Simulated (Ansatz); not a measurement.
**WS2: single point with Ansatz**

System: WS$_{2}$ (parent space group No. 194, strained and rattled), 6 atoms in the cell.

Ansatz input (lattice in Å, positions in fractions of it)
```yaml
crystal:
  lattice:
    - [3.170288, 0.027763, -0.013348]
    - [-1.561101, 2.694676, 0.018421]
    - [-0.052469, 0.053319, 12.501327]
  atoms:
    - { symbol: W, position: [0.52938, 0.836169, 0.199175] }
    - { symbol: W, position: [0.871409, 0.510402, 0.698577] }
    - { symbol: S, position: [0.546293, 0.82912, 0.556799] }
    - { symbol: S, position: [0.883841, 0.515469, 0.063704] }
    - { symbol: S, position: [0.550435, 0.826889, 0.818642] }
    - { symbol: S, position: [0.927188, 0.498244, 0.319317] }
kpoints:
  mp_grid: { grid: [4, 4, 1] }
hamiltonian:
  xc: pbe
  pseudopotentials: { kind: paw, source: ansatz }
scf:
  occupations: { method: fermi_dirac, width: 0.15 }
output:
  forces: true
  stress: true
```

Level of theory: PBE, plane waves, PAW datasets (earlier set, tuned by hand) (Ansatz).

Output, in brief

```yaml
Plane-wave_cutoff_used: 760 eV
Pressure: 2.12 GPa
Largest_force: 4.460 eV/Å on W1
Smearing_term_TS: 2.1 meV/atom
Valence_electrons: 80
Irreducible_k-points: 10
```

```tsv
atom	Fx (eV/Å)	Fy (eV/Å)	Fz (eV/Å)
W1	2.855	0.318	-3.411
W2	1.204	-0.725	-3.807
S3	-0.418	0.358	2.694
S4	-0.520	-0.077	1.708
S5	-0.779	0.366	1.149
S6	-2.342	-0.241	1.667
```

Stress tensor in GPa, compression positive:
```
 2.59 -0.73 -4.35
-0.73  5.05 -0.57
-4.35 -0.57 -1.29
```

The stress includes the program's correction for the finite plane-wave basis.

The k-mesh is coarse, so these values belong to this mesh and can lie far from the converged ones.
